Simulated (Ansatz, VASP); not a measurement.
## Pd: VASP beside Ansatz

```
Pd
1.0
     0.00000    1.93095    1.93095
     1.93095    0.00000    1.93095
     1.93095    1.93095    0.00000
Pd
1
Cartesian
  0.0000 0.0000 0.0000
```

Alike in both runs: task single point; functional PBE; k mesh 18 × 18 × 18; occupations gaussian, width 0.1 eV; no spin polarisation.

|  | VASP | Ansatz |
| --- | --- | --- |
| version | VASP 6.6.1 | Ansatz 0.2.0 |
| potentials or method | VASP PAW PBE potentials, release 64 (Pd) | scalar-relativistic, plane waves, PAW |
| plane-wave cutoff (eV) | 520 | 420 |
| valence electrons in the cell | 10 | 18 |

```tsv
	VASP	Ansatz	Ansatz less VASP
gap on the k mesh at the Fermi level (eV)	none	none	-
pressure (GPa)	11.9	12.3	+0.38
```

A gap of «none» marks a metal or a gap that the smearing closes. The functional is the same, so the differences come from potentials, cutoffs and numerics. The two sets of potentials don't hold the same shells in valence.
